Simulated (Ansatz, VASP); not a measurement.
TiN: VASP beside Ansatz

```xyz
2
Lattice="0.0000 2.1234 2.1234 2.1234 0.0000 2.1234 2.1234 2.1234 0.0000" Properties=species:S:1:pos:R:3 pbc="T T T"
Ti    0.0000    0.0000    0.0000
N     2.1234    2.1234    2.1234
```

Alike in both runs: functional PBE; k mesh 18 × 18 × 18; occupations gaussian, width 0.1 eV; no spin polarisation.

Ansatz relaxed the structure, and its values are those at the end. VASP's run is a single point on that final structure, the one shown.

|  | VASP | Ansatz |
| --- | --- | --- |
| version | VASP 6.6.1 | Ansatz 0.2.0 |
| potentials or method | VASP PAW PBE potentials, release 64 (Ti_sv, N) | scalar-relativistic, plane waves, PAW |
| plane-wave cutoff (eV) | 520 | 420 |
| valence electrons in the cell | 17 | 17 |

Ansatz gave:

* gap on the k mesh at the Fermi level (eV): none
* pressure (GPa): 0.0

Task: Which values does VASP return?

Result: gap on the k mesh at the Fermi level (eV): none; pressure (GPa): 0.5.

A gap of «none» marks a metal or a gap that the smearing closes.
